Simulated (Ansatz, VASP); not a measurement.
## Al: VASP beside Ansatz

INCAR

```
SYSTEM = Al
ALGO     = Normal         ! electronic algorithm
EDIFF    = 1E-6           ! SCF threshold, eV
ENCUT    = 520            ! plane-wave cutoff, eV
GGA      = PE             ! functional
ISIF     = 2              ! what is computed and relaxed
ISMEAR   = -1             ! smearing method
LASPH    = .TRUE.         ! aspherical terms in the spheres
LCHARG   = .FALSE.        ! write CHGCAR
LREAL    = .FALSE.        ! projectors in reciprocal space
LWAVE    = .FALSE.        ! write WAVECAR
NBANDS   = 8              ! bands
NELM     = 100            ! most SCF steps
PREC     = Accurate       ! precision mode
SIGMA    = 0.05           ! smearing width, eV
```

File KPOINTS:

```
k-points
0
G
  14 14 14
  0 0 0
```

Contents of POSCAR:

```
Al
1.0
    0.0000000000      1.9966255657      1.9966255657
    1.9966255657      0.0000000000      1.9966255657
    1.9966255657      1.9966255657      0.0000000000
Al
1
Direct
    0.0000000000      0.0000000000      0.0000000000
```

Input for Ansatz:

```yaml
crystal:
  lattice:
    - [0.0, 1.9966255657, 1.9966255657]
    - [1.9966255657, 0.0, 1.9966255657]
    - [1.9966255657, 1.9966255657, 0.0]
  atoms:
    - { symbol: Al, position: [0.0, 0.0, 0.0] }
kpoints:
  mp_grid: { grid: [14, 14, 14] }
scf:
  occupations: { method: fermi_dirac, width: 0.05 }
hamiltonian:
  xc: pbe
  pseudopotentials: { kind: all_electron, lapw: { basis_error: 0.001 } }
output:
  forces: true
  stress: true
  eigenvalues: true
```

Change from the starting cell: volume scaled by 0.96.

Alike in both runs: task single point; functional PBE; k mesh 14 × 14 × 14; occupations fermi-dirac, width 0.05 eV; no spin polarisation.

```csv
,VASP,Ansatz
version,VASP 6.6.1,Ansatz 0.2.0
potentials or method,"VASP PAW PBE potentials, release 64 (Al)","all-electron LAPW, scalar-relativistic"
plane-wave cutoff (eV),520,see its input
```

|  | VASP | Ansatz | Ansatz less VASP |
| --- | --- | --- | --- |
| pressure (GPa) | 2.7 | 2.7 | +0.03 |

Ansatz ran all-electron here, so the differences hold the error of VASP's frozen core and of both bases.
